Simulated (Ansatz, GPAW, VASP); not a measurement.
Ag: 3 runs at one level of theory

```
CELL_PARAMETERS angstrom
0.00000 2.04275 2.04275
2.04275 0.00000 2.04275
2.04275 2.04275 0.00000
ATOMIC_POSITIONS crystal
Ag 0.00000 0.00000 0.00000
```

Alike in all runs: task single point; functional PBE; k mesh 11 × 11 × 11; occupations gaussian, width 0.013 eV; no spin polarisation; no spin-orbit coupling. Pressure is positive in compression and, in plane waves, holds the error of the finite cutoff.

| program and potentials | plane-wave cutoff (eV) | notes | pressure (GPa) |
| --- | --- | --- | --- |
| Ansatz, all-electron LAPW, scalar-relativistic | - | - | ? |
| VASP, PBE PAW files Ag, 520 eV | 520 | 11 valence electrons an atom on average | 4.10 |
| GPAW, GPAW PAW data sets (gpaw-data 1.2.1) | 600 | 17 valence electrons an atom on average | 4.20 |

Problem. Estimate from the other rows what the run with Ansatz, all-electron LAPW, scalar-relativistic gave.

Solution. Pressure 4.25 GPa. The other rows, which needn't bracket it: pressure 4.10 to 4.20.
